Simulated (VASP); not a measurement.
# KCl (Sylvite) (Fm-3m) in VASP: a series of runs, part 2 of 2

VASP 6.6.1. Earlier steps stand in the parts before.

## Step 4: Single point, PBE

This run uses another cell than the first one, of 31.15 Å³/atom, 1.042 times its volume.

Contents of INCAR:

```
PREC = Accurate
ENCUT = 520
EDIFF = 1E-7
ISMEAR = -1
SIGMA = 0.05
LREAL = F
LASPH = T
NELM = 100
ALGO = Normal
ISIF = 2
LWAVE = F
LCHARG = T
GGA = PE
LELF = T
LVHAR = T
NBANDS = 15
```

Contents of KPOINTS:

```
regular mesh
0
Gamma
  7 7 7
```

Contents of POSCAR:

```
KCl
1.0
    0.0000000000      3.1464700000      3.1464700000
    3.1464700000      0.0000000000      3.1464700000
    3.1464700000      3.1464700000      0.0000000000
K Cl
1 1
Direct
    0.0000000000      0.0000000000      0.0000000000
    0.5000000000      0.5000000000      0.5000000000
```

Potentials or basis: VASP PAW PBE potentials, release 64 (K_sv, Cl).

The run is started by

```
$ cat potpaw_PBE.64/K_sv/POTCAR potpaw_PBE.64/Cl/POTCAR > POTCAR
$ mpirun -np 1 vasp_std > vasp.out
```

OUTCAR:

```text
PREC = Accurate
   ENCUT = 520
   EDIFF = 1E-7
   ISMEAR = -1
   LREAL = F
   LASPH = T
   NELM = 100
   ISIF = 2
   GGA = PE

 ion  position               nearest neighbor table
   1  0.000  0.000  0.000-   2 3.15   2 3.15   2 3.15   2 3.15   2 3.15   2 3.15
   2  0.500  0.500  0.500-   1 3.15   1 3.15   1 3.15   1 3.15   1 3.15   1 3.15

  LATTYP: Found a face centered cubic cell.
 ALAT       =     6.2929400000

  Lattice vectors:

 A1 = (   0.0000000000,   3.1464700000,   3.1464700000)
 A2 = (   3.1464700000,   0.0000000000,   3.1464700000)
 A3 = (   3.1464700000,   3.1464700000,   0.0000000000)

Analysis of symmetry for initial positions (statically):
=====================================================================
 Subroutine PRICEL returns:
 Original cell was already a primitive cell.

 Routine SETGRP: Setting up the symmetry group for a
 face centered cubic supercell.

 Subroutine GETGRP returns: Found 48 space group operations
 (whereof 48 operations were pure point group operations)
 out of a pool of 48 trial point group operations.

The static configuration has the point symmetry O_h .

Analysis of symmetry for dynamics (positions and initial velocities):
=====================================================================
 Subroutine PRICEL returns:
 Original cell was already a primitive cell.

 Routine SETGRP: Setting up the symmetry group for a
 face centered cubic supercell.

 Subroutine GETGRP returns: Found 48 space group operations
 (whereof 48 operations were pure point group operations)
 out of a pool of 48 trial point group operations.

The dynamic configuration has the point symmetry O_h .

 Subroutine INISYM returns: Found 48 space group operations
 (whereof 48 operations are pure point group operations),
 and found     1 'primitive' translations

----------------------------------------------------------------------------------------

                                     Primitive cell

  volume of cell :      62.3018

[... 112 lines left out ...]
   LEPSILON=     F    determine dielectric tensor
   LRPA    =     F    only Hartree local field effects (RPA)
 non-spin polarized calculation
  energy-cutoff  :      520.00
  volume of cell :       62.30
 maximum number of plane-waves:      1693
 NGX is ok and might be reduce to    36
   NGX = 17   NGY = 17   NGZ = 17

 number of electron      16.0000001 magnetization

 Free energy of the ion-electron system (eV)
  ---------------------------------------------------
  ext. energy  EPLUGINS =         0.00000000
  ---------------------------------------------------
  free energy    TOTEN  =        -6.80389935 eV

  energy without entropy =       -6.80389935  energy(sigma->0) =       -6.80389935

 E-fermi :  -0.7809     XC(G=0):  -7.5390

 val. band max:       -1.8420442012   @ k =   0.0000   0.0000   0.0000
 cond. band min:       3.3449215875   @ k =   0.0000   0.0000   0.0000
 fundamental gap:      5.1869657887
 Fermi energy:        -0.7809422272

 k-point     1 :       0.0000    0.0000    0.0000
  band No.  band energies     occupation
      1     -29.0400      2.00000
      2     -13.9597      2.00000
      3     -12.5008      2.00000
      4     -12.5008      2.00000
      5     -12.5008      2.00000
      6      -1.8420      2.00000
      7      -1.8420      2.00000
      8      -1.8420      2.00000
      9       3.3449      0.00000
     10       6.5386      0.00000
     11       6.5386      0.00000
     12       6.5386      0.00000
     13       7.4152      0.00000
     14       7.4152      0.00000
[... 329 lines left out ...]
      2     -13.9714      2.00000
      3     -12.6053      2.00000
      4     -12.5694      2.00000
      5     -12.4100      2.00000
      6      -2.4227      2.00000
      7      -2.3472      2.00000
      8      -2.2055      2.00000
      9       5.8862      0.00000
     10       6.5881      0.00000
     11       7.6872      0.00000
     12       8.0799      0.00000
     13       9.5430      0.00000
     14       9.6361      0.00000
     15      10.4837      0.00000

------------------------ aborting loop because EDIFF is reached ----------------------------------------

  FORCE on cell =-STRESS in cart. coord.  units (eV):
  Direction    XX          YY          ZZ          XY          YZ          ZX
  --------------------------------------------------------------------------------------
  -------------------------------------------------------------------------------------
  Total        0.3023677      0.3023677      0.3023677      0.0000000      0.0000000      0.0000000
  in kB        7.7758019      7.7758019      7.7758019      0.0000000      0.0000000      0.0000000
  external PRESSURE =       7.7758019 kB  Pullay stress =       0.0000000 kB

 VOLUME and BASIS-vectors are now :
 -----------------------------------------------------------------------------
  energy-cutoff  :      520.00
  volume of cell :       62.30
      direct lattice vectors                 reciprocal lattice vectors
     0.000000000  3.146470000  3.146470000    -0.158908237  0.158908237  0.158908237
     3.146470000  0.000000000  3.146470000     0.158908237 -0.158908237  0.158908237
     3.146470000  3.146470000  0.000000000     0.158908237  0.158908237 -0.158908237

 POSITION                                       TOTAL-FORCE (eV/Angst)
 -----------------------------------------------------------------------------------
      0.00000      0.00000      0.00000        -0.000000     -0.000000     -0.000000
      3.14647      3.14647      3.14647         0.000000      0.000000      0.000000
 -----------------------------------------------------------------------------------
    total drift:                                0.000000      0.000000      0.000000

  FREE ENERGIE OF THE ION-ELECTRON SYSTEM (eV)
  ---------------------------------------------------
  free  energy   TOTEN  =        -6.8038993522 eV

  energy  without entropy=       -6.8038993521  energy(sigma->0) =       -6.80389935
```

OSZICAR:

```text
N       E                     dE             d eps       ncg     rms          rms(c)
DAV:   1     0.102267849807E+03    0.10227E+03   -0.70714E+03   600   0.951E+02
DAV:   2    -0.981794585538E+00   -0.10325E+03   -0.94512E+02   812   0.236E+02
DAV:   3    -0.687689052987E+01   -0.58951E+01   -0.58625E+01   832   0.511E+01
DAV:   4    -0.709286428541E+01   -0.21597E+00   -0.21594E+00   893   0.876E+00
DAV:   5    -0.709523008167E+01   -0.23658E-02   -0.23657E-02   839   0.939E-01    0.333E+00
DAV:   6    -0.680526890175E+01    0.28996E+00   -0.41796E-01   747   0.327E+00    0.273E+00
DAV:   7    -0.679041832067E+01    0.14851E-01   -0.10175E-01   831   0.181E+00    0.156E+00
DAV:   8    -0.680255637220E+01   -0.12138E-01   -0.15906E-02   723   0.945E-01    0.177E-01
DAV:   9    -0.680331608652E+01   -0.75971E-03   -0.91446E-04   831   0.190E-01    0.954E-02
DAV:  10    -0.680389080251E+01   -0.57472E-03   -0.59005E-04   628   0.154E-01    0.182E-02
DAV:  11    -0.680389601323E+01   -0.52107E-05   -0.20507E-05   850   0.262E-02    0.580E-03
DAV:  12    -0.680389896430E+01   -0.29511E-05   -0.41491E-06   642   0.145E-02    0.452E-03
DAV:  13    -0.680389920791E+01   -0.24361E-06   -0.37893E-07   831   0.322E-03    0.103E-03
DAV:  14    -0.680389934679E+01   -0.13888E-06   -0.10832E-07   632   0.204E-03    0.330E-04
DAV:  15    -0.680389935217E+01   -0.53813E-08   -0.17179E-09   447   0.282E-04
   1 F= -.68038994E+01 E0= -.68038994E+01  d E =-.748892E-10
```

Run time: 30 s. Hardware: 1 thread of Intel Xeon Platinum 8259CL at 2.50GHz (Skylake/Cascade Lake), shared host; peak memory 0.2 GiB.

Results:

```
Free energy            : -6.8039 eV
Pressure               : 0.8 GPa
Band gap on the k mesh : 5.19 eV, direct
```

## Step 5: Single point, PBE

This run uses another cell than the first one, of 31.77 Å³/atom, 1.062 times its volume.

Contents of INCAR:

```
  PREC = Accurate
  ENCUT = 520
  EDIFF = 1E-6
  ISMEAR = -1
  SIGMA = 0.05
  LREAL = F
  LASPH = T
  NELM = 100
  ALGO = Normal
  ISIF = 2
  LWAVE = F
  LCHARG = F
  GGA = PE
  NBANDS = 15
```

Contents of KPOINTS:

```
Automatic mesh
0
Gamma
  7 7 7
```

Contents of POSCAR:

```
KCl
1.0
    0.0000000000      3.1673081569      3.1673081569
    3.1673081569      0.0000000000      3.1673081569
    3.1673081569      3.1673081569      0.0000000000
K Cl
1 1
Direct
    0.0000000000      0.0000000000      0.0000000000
    0.5000000000      0.5000000000      0.5000000000
```

Potentials or basis: VASP PAW PBE potentials, release 64 (K_sv, Cl).

The run is started by

```
$ cat potpaw_PBE.64/K_sv/POTCAR potpaw_PBE.64/Cl/POTCAR > POTCAR
$ mpirun -np 1 vasp_std > vasp.out
```

OUTCAR:

```text
PREC = Accurate
   ENCUT = 520
   EDIFF = 1E-6
   ISMEAR = -1
   LREAL = F
   LASPH = T
   NELM = 100
   ISIF = 2
   GGA = PE

 ion  position               nearest neighbor table
   1  0.000  0.000  0.000-   2 3.17   2 3.17   2 3.17   2 3.17   2 3.17   2 3.17
   2  0.500  0.500  0.500-   1 3.17   1 3.17   1 3.17   1 3.17   1 3.17   1 3.17

  LATTYP: Found a face centered cubic cell.
 ALAT       =     6.3346163138

  Lattice vectors:

 A1 = (   0.0000000000,   3.1673081569,   3.1673081569)
 A2 = (   3.1673081569,   0.0000000000,   3.1673081569)
 A3 = (   3.1673081569,   3.1673081569,   0.0000000000)

Analysis of symmetry for initial positions (statically):
=====================================================================
 Subroutine PRICEL returns:
 Original cell was already a primitive cell.

 Routine SETGRP: Setting up the symmetry group for a
 face centered cubic supercell.

 Subroutine GETGRP returns: Found 48 space group operations
 (whereof 48 operations were pure point group operations)
 out of a pool of 48 trial point group operations.

The static configuration has the point symmetry O_h .

[... 168 lines left out ...]
      5     -12.6269      2.00000
      6      -1.9197      2.00000
      7      -1.9197      2.00000
      8      -1.9197      2.00000
      9       3.1995      0.00000
     10       6.4491      0.00000
     11       6.4491      0.00000
     12       6.4491      0.00000
     13       7.3149      0.00000
     14       7.3149      0.00000
[... 329 lines left out ...]
      2     -14.0273      2.00000
      3     -12.7234      2.00000
      4     -12.6903      2.00000
      5     -12.5399      2.00000
      6      -2.4823      2.00000
      7      -2.4136      2.00000
      8      -2.2715      2.00000
      9       5.7836      0.00000
     10       6.4668      0.00000
     11       7.5117      0.00000
     12       7.9160      0.00000
     13       9.3898      0.00000
     14       9.4693      0.00000
     15      10.2879      0.00000

------------------------ aborting loop because EDIFF is reached ----------------------------------------

  FORCE on cell =-STRESS in cart. coord.  units (eV):
  Direction    XX          YY          ZZ          XY          YZ          ZX
  --------------------------------------------------------------------------------------
  -------------------------------------------------------------------------------------
  Total        0.1600480      0.1600480      0.1600480      0.0000000      0.0000000     -0.0000000
  in kB        4.0351511      4.0351511      4.0351511      0.0000000      0.0000000     -0.0000000
  external PRESSURE =       4.0351511 kB  Pullay stress =       0.0000000 kB

 VOLUME and BASIS-vectors are now :
 -----------------------------------------------------------------------------
  energy-cutoff  :      520.00
  volume of cell :       63.55
      direct lattice vectors                 reciprocal lattice vectors
     0.000000000  3.167308157  3.167308157    -0.157862758  0.157862758  0.157862758
     3.167308157  0.000000000  3.167308157     0.157862758 -0.157862758  0.157862758
     3.167308157  3.167308157  0.000000000     0.157862758  0.157862758 -0.157862758

 POSITION                                       TOTAL-FORCE (eV/Angst)
 -----------------------------------------------------------------------------------
      0.00000      0.00000      0.00000         0.000000      0.000000      0.000000
      3.16731      3.16731      3.16731        -0.000000     -0.000000     -0.000000
 -----------------------------------------------------------------------------------
    total drift:                                0.000000      0.000000      0.000000

  FREE ENERGIE OF THE ION-ELECTRON SYSTEM (eV)
  ---------------------------------------------------
  free  energy   TOTEN  =        -6.8087967411 eV

  energy  without entropy=       -6.8087967411  energy(sigma->0) =       -6.80879674
```

OSZICAR:

```text
N       E                     dE             d eps       ncg     rms          rms(c)
DAV:   1     0.105542907971E+03    0.10554E+03   -0.72478E+03   600   0.964E+02
DAV:   2    -0.616205097502E+00   -0.10616E+03   -0.98553E+02   797   0.241E+02
DAV:   3    -0.685372536690E+01   -0.62375E+01   -0.62053E+01   838   0.518E+01
DAV:   4    -0.710365855653E+01   -0.24993E+00   -0.24988E+00   908   0.943E+00
DAV:   5    -0.710571083418E+01   -0.20523E-02   -0.20522E-02   845   0.970E-01    0.324E+00
DAV:   6    -0.681047468061E+01    0.29524E+00   -0.42570E-01   761   0.326E+00    0.265E+00
DAV:   7    -0.679505752883E+01    0.15417E-01   -0.10259E-01   810   0.181E+00    0.153E+00
DAV:   8    -0.680740069296E+01   -0.12343E-01   -0.16464E-02   722   0.949E-01    0.176E-01
DAV:   9    -0.680820486130E+01   -0.80417E-03   -0.10080E-03   817   0.200E-01    0.974E-02
DAV:  10    -0.680878853965E+01   -0.58368E-03   -0.60592E-04   635   0.155E-01    0.202E-02
DAV:  11    -0.680879340924E+01   -0.48696E-05   -0.23425E-05   850   0.273E-02    0.608E-03
DAV:  12    -0.680879643337E+01   -0.30241E-05   -0.38329E-06   648   0.139E-02    0.485E-03
DAV:  13    -0.680879674109E+01   -0.30772E-06   -0.50603E-07   650   0.390E-03
   1 F= -.68087967E+01 E0= -.68087967E+01  d E =-.195952E-10
```

stdout:

```text
POSCAR found type information on POSCAR K Cl
 POSCAR found :  2 types and       2 ions
 scaLAPACK will be used
 LDA part: xc-table for (Slater+PW92), standard interpolation
 POSCAR, INCAR and KPOINTS ok, starting setup
 FFT: planning ... GRIDC
 FFT: planning ... GRID_SOFT
 FFT: planning ... GRID
 WAVECAR not read
 entering main loop
```

It took 27 s on 1 thread of Intel Xeon Platinum 8259CL at 2.50GHz (Skylake/Cascade Lake), shared host; peak memory 0.2 GiB.

What came out:

```yaml
Free_energy: -6.8088 eV
Pressure: 0.4 GPa
Band_gap_on_the_k_mesh: 5.12 eV, direct
```

## Step 6: Overview

```tsv
cell	gap on the mesh (eV)	pressure (GPa)
a = 4.390 Å, angles 60.0°, 2 atoms	5.33	1.7
a = 4.420 Å, angles 60.0°, 2 atoms	5.26	1.2
a = 4.450 Å, angles 60.0°, 2 atoms	5.19	0.8
a = 4.479 Å, angles 60.0°, 2 atoms	5.12	0.4
```

Alike in all rows: task single point; level PBE; potentials or basis VASP PAW PBE potentials, release 64 (K_sv, Cl); no spin polarisation; k mesh 7 × 7 × 7; cutoff (eV) 520; smearing fermi-dirac 0.05 eV.

Absolute energies hang on the potentials; compare differences alone.

## Step 7: How close it comes

Step 2. Against the measured gap of KCl, 8.68 eV (a printed reference work, monograph), the calculated 5.33 eV is off by -3.35 eV. The value is that of PBE on a finite k mesh, which can miss the band edges, without temperature or zero-point motion. Semilocal functionals fall short of measured gaps as a rule.

Step 3. Against the measured gap of KCl, 8.68 eV (a printed reference work, monograph), the calculated 5.26 eV is off by -3.42 eV. The value is that of PBE on a finite k mesh, which can miss the band edges, without temperature or zero-point motion. Semilocal functionals fall short of measured gaps as a rule.

Step 4. A measured gap of KCl is 8.68 eV (a printed reference work, monograph); the calculated 5.19 eV misses it by -3.49 eV. The value is that of PBE on a finite k mesh, which can miss the band edges, without temperature or zero-point motion. Semilocal functionals fall short of measured gaps as a rule.

Step 5. A measured gap of KCl is 8.68 eV (a printed reference work, monograph); the calculated 5.12 eV misses it by -3.56 eV. The value is that of PBE on a finite k mesh, which can miss the band edges, without temperature or zero-point motion. Semilocal functionals fall short of measured gaps as a rule.
